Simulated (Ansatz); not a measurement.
Runs of Ansatz 0.2.0 on K. The structure is cubic, space group Im-3m (No. 229). The conventional cell has a = 5.395 Å, b = 5.395 Å, c = 5.395 Å, α = 90.00°, β = 90.00°, γ = 90.00°. 

| task | level | potentials or basis | cell | cutoff (eV) | smearing | points for each segment of the path | gap on the mesh (eV) | pressure (GPa) | relaxed volume (Å³/atom) |
| --- | --- | --- | --- | --- | --- | --- | --- | --- | --- |
| density of states | rPW86-PBE+D4 | Ansatz NC | as given | 850 | fermi-dirac 0.01 eV | - | none | -0.5 | - |
| relaxation of cell and atoms | revPBE | Ansatz PAW | relaxed | 420 | fermi-dirac 0.05 eV | - | none | 0.0 | (b) |
| band structure | PBE | Ansatz PAW earlier set | as given | 420 | fermi-dirac 0.05 eV | 14 | none | -0.2 | - |
| single point | BPBE+D3(BJ) | SSSP efficiency PAW | as given | 816 | fermi-dirac 0.025 eV | - | none | -0.7 | - |
| relaxation of cell and atoms | r2SCAN | Ansatz PAW | relaxed | 500 | fermi-dirac 0.05 eV | - | none | 0.0 | (a) |
| band structure | PBE | SPMS NC | as given | 354 | fermi-dirac 0.05 eV | 14 | none | -0.2 | - |
| relaxation of cell and atoms | PBEsol+D3(BJ)+ATM | Ansatz PAW | relaxed | 420 | fermi-dirac 0.05 eV | - | none | 0.0 | 65.58 |

Alike in all rows: no spin polarisation; k mesh 7 × 7 × 7.

Task: Estimate the missing entries.

Result: (a) 76.33; (b) 78.52.

Caveats: the potentials were made for another functional, which shifts forces and pressure (some runs); pairwise dispersion overbinds metals, which lowers pressure and volume (some runs); the plane-wave basis is chosen anew once the cell has moved, so the energies of steps on either side of that aren't comparable (some runs); the PAW data sets come from PBE, with cores solved anew for the run's functional, which leaves a small shift of forces and pressure (some runs); the density of states is complete only up to the lowest level of the last band computed (some runs); the volume moved by over 15 % at a fixed basis, so the end points are rough (some runs).

A k mesh can miss the band edges.

A gap of «none» marks a metal or a gap under the smearing width.

Not every run made on this cell is shown here.
